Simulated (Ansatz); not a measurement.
GeTe (R3m), r2SCAN with spin-orbit coupling, rigid bands (Ansatz, an electronic-structure program): N_c = 1.53e19 cm⁻³ at 300 K and an electron conductivity mass of 0.334 mₑ along x (a = (2.09, 1.21, 3.69) Å; b = (-2.09, 1.21, 3.69) Å; c = (0.00, -2.42, 3.69) Å).

Q: For 1e17 electrons per cm³ at 300 K, place the Fermi level, estimate the Seebeck coefficient of a parabolic band with constant τ, and give mobility and conductivity for τ = 50 fs.

A: The level lies k_BT ln(N_c/n) = 0.130 eV below the conduction-band minimum. S ≈ −(k_B/e)[ln(N_c/n) + 5/2] = -649 μV/K, against -641 μV/K from the full bands (mean over directions). μ = eτ/m = 263 cm²/(V·s) and σ = neμ = 4.22 S/cm. τ is assumed, not computed.

Band transport and this doping are assumed; polarons and phonon drag are left out.
